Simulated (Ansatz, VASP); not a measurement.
AlCo in VASP and in Ansatz

```
Al Co
1.0
     2.91699    0.00000    0.00000
     0.00000    2.91699    0.00000
     0.00000    0.00000    2.91699
Al Co
1 1
Direct
  0.50000 0.50000 0.50000
  0.00000 0.00000 0.00000
```

Alike in both runs: task relaxation of cell and atoms; functional r2SCAN; k mesh 6 × 6 × 6; occupations gaussian, width 0.1 eV; collinear spin.

```csv
,VASP,Ansatz
version,VASP 6.6.1,Ansatz 0.2.0
potentials or method,"VASP PAW PBE potentials, release 64 (Al, Co)","scalar-relativistic, plane waves, PAW"
plane-wave cutoff (eV),600,500
valence electrons in the cell,12,20
```

```tsv
	VASP	Ansatz	Ansatz less VASP
gap on the k mesh at the Fermi level, each at its own relaxed structure (eV)	none	none	-
net moment per atom (μB)	0.00	0.12	+0.125
size of the moment on the site where the two differ most (μB)	0.00	0.35	+0.354
relaxed volume (Å³/atom)	11.26	11.32	+0.055
relaxed cell length with the largest relative difference (Å)	2.824	2.829	+0.0046
energy change over the relaxation (meV/atom)	-46	-55	-9.7
```

The net moments differ so much that the two runs ended in different magnetic states, which moves the other rows too. Site moments also hang on the region over which each program counts them. A gap of «none» marks a metal or a gap that the smearing closes. The two sets of potentials don't hold the same shells in valence.

Caveats: the PAW data sets were made with another functional, which shifts forces and pressure a little (VASP).
